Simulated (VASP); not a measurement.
A run of VASP 6.6.1 is set up as follows.

Contents of POSCAR:

```
AlH3
1.0
    0.0000000000      4.4893505500      4.4893505500
    4.4893505500      0.0000000000      4.4893505500
    4.4893505500      4.4893505500      0.0000000000
Al H
4 12
Direct
    0.1250000000      0.6250000000      0.6250000000
    0.6250000000      0.1250000000      0.6250000000
    0.6250000000      0.6250000000      0.1250000000
    0.6250000000      0.6250000000      0.6250000000
    0.3050904100      0.3050904100      0.6949095900
    0.6949095900      0.6949095900      0.3050904100
    0.3050904100      0.6949095900      0.3050904100
    0.6949095900      0.3050904100      0.6949095900
    0.6949095900      0.3050904100      0.3050904100
    0.3050904100      0.6949095900      0.6949095900
    0.9449095900      0.9449095900      0.5550904100
    0.5550904100      0.5550904100      0.9449095900
    0.9449095900      0.5550904100      0.9449095900
    0.5550904100      0.9449095900      0.5550904100
    0.5550904100      0.9449095900      0.9449095900
    0.9449095900      0.5550904100      0.5550904100
```

File INCAR.step1:

```
SYSTEM = AlH3
PREC     = Accurate       ! precision mode
ENCUT    = 520            ! plane-wave cutoff, eV
ISMEAR   = -1             ! smearing method
SIGMA    = 0.02           ! smearing width, eV
LREAL    = Auto         
LASPH    = .TRUE.         ! aspherical terms in the spheres
NELM     = 80             ! most SCF steps
NBANDS   = 26             ! bands
GGA      = PE             ! functional
ALGO     = Normal         ! electronic algorithm
EDIFF    = 1E-4           ! SCF threshold, eV
LWAVE    = .TRUE.         ! write WAVECAR
LCHARG   = .FALSE.        ! write CHGCAR
```

Contents of INCAR.step2:

```
SYSTEM = AlH3
PREC     = Accurate       ! precision mode
ENCUT    = 520            ! plane-wave cutoff, eV
EDIFF    = 1E-8           ! SCF threshold, eV
ISMEAR   = -1             ! smearing method
SIGMA    = 0.02           ! smearing width, eV
LREAL    = Auto         
LASPH    = .TRUE.         ! aspherical terms in the spheres
NELM     = 80             ! most SCF steps
ALGO     = Normal         ! electronic algorithm
ISIF     = 2              ! what is computed and relaxed
LWAVE    = .FALSE.        ! write WAVECAR
LCHARG   = .FALSE.        ! write CHGCAR
METAGGA  = R2SCAN         ! meta-GGA
LMIXTAU  = .TRUE.       
LEFG     = .TRUE.       
NBANDS   = 26             ! bands
ISTART   = 1
```

Contents of KPOINTS:

```
Automatic mesh
0
G
  6 6 6
  0 0 0
```

Potentials or basis: VASP PAW PBE potentials, release 64 (Al, H).

Run with:

```console
$ cat potpaw_PBE.64/Al/POTCAR potpaw_PBE.64/H/POTCAR > POTCAR
$ cp INCAR.step1 INCAR
$ mpirun -np 1 vasp_std > vasp.out
$ cp INCAR.step2 INCAR
$ mpirun -np 1 vasp_std > vasp.out
```

**Question.** Estimate the largest force.

**Answer.** 0.016 eV/Å.

**Question.** Predict the band gap on the k mesh.

**Answer.** 3.86 eV, indirect (least direct gap 4.01 eV).

**Question.** Predict the pressure.

**Answer.** -0.1 GPa.

Forces on the atoms (eV/Å):
```
Al   0.000  0.000  0.000
Al   0.000  0.000  0.000
Al   0.000  0.000  0.000
Al   0.000  0.000  0.000
H    0.000  0.000  0.016
H    0.000  0.000 -0.016
H    0.000  0.016  0.000
H    0.000 -0.016  0.000
H    0.016  0.000  0.000
H   -0.016  0.000  0.000
H    0.000  0.000 -0.016
H    0.000  0.000  0.016
H    0.000 -0.016  0.000
H    0.000  0.016  0.000
H   -0.016  0.000  0.000
H    0.016  0.000  0.000
```

Caveat: the PAW data sets were made with another functional, which shifts forces and pressure a little. r2SCAN opens gaps a little over a GGA but as a rule still falls short of measured ones.
